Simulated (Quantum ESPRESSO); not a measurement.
KTaO3: equation of state with LDA

The system is KTaO3.

```
Ta K O
1.0
     3.98830    0.00000    0.00000
     0.00000    3.98830    0.00000
     0.00000    0.00000    3.98830
Ta K O
1 1 3
Direct
  0.00000 0.00000 0.00000
  0.50000 0.50000 0.50000
  0.00000 0.00000 0.50000
  0.00000 0.50000 0.00000
  0.50000 0.00000 0.00000
```

```
Program             : Quantum ESPRESSO 7.5
Task                : equation of state
Functional          : LDA
Potentials or basis : GBRV 1.5 LDA
Cutoff              : 762 eV
Density cutoff      : 6095 eV
k mesh              : 7 × 7 × 7
Occupations         : fermi-dirac, width 0.05 eV
Spin                : no spin polarisation
```

| Property | Result |
| --- | --- |
| Equilibrium volume | 12.39 Å³/atom |
| Bulk modulus | 219 GPa |
| Pressure derivative of the bulk modulus | 4.5 |

Energy against volume, from the lowest point:
```tsv
volume (Å³/atom)	energy (meV/atom)
11.927	12.68
12.180	2.46
12.434	0.00
12.688	4.52
12.942	15.30
13.196	31.62
13.449	52.93
```

All runs of the series together: 3.4 min on 2 threads of Arm Neoverse V2, on a shared host.

The run has no spin-orbit coupling, so splittings on Ta are missing. LDA usually gives volumes a few per cent too small.
